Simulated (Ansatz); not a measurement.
The system is Pd.

```
Pd
1.0
    -1.57228    1.57228    1.57228
     1.57228   -1.57228    1.57228
     1.57228    1.57228   -1.57228
Pd
1
Direct
  0.00000 0.00000 0.00000
```

This isn't the form of Pd at room conditions, which is fcc.

- Program: Ansatz 0.2.0
- Task: relaxation of cell and atoms
- Functional: PBE
- Dispersion: D4
- Potentials or basis: Ansatz PAW
- Cutoff: 420 eV (not typed: the program's choice for these potentials)
- k mesh: 12 × 12 × 12
- Occupations: fermi-dirac, width 0.05 eV
- Spin: no spin polarisation

At the start: volume 15.55 Å³/atom.

**Question.** Where does the relaxation end?

**Answer.** It ends after 5 steps and the volume is 15.02 Å³/atom (-3.4 %); space group Im-3m (No. 229, to 0.05 Å).

The path:
```csv
step,energy change (eV),largest force (eV/Å),volume (Å³)
1,0.0000,0.0000,15.55
2,-0.0033,0.0000,14.61
3,-0.0099,0.0000,15.05
4,-0.0099,0.0000,15.02
5,-0.0096,0.0000,15.02
```

Final structure:
```
CELL_PARAMETERS angstrom
-1.55429 1.55429 1.55429
1.55429 -1.55429 1.55429
1.55429 1.55429 -1.55429
ATOMIC_POSITIONS crystal
Pd 0.00000 0.00000 0.00000
```

Caveat: the plane-wave basis is chosen anew once the cell has moved, so the energies of steps on either side of that aren't comparable; pairwise dispersion overbinds metals, which lowers pressure and volume.
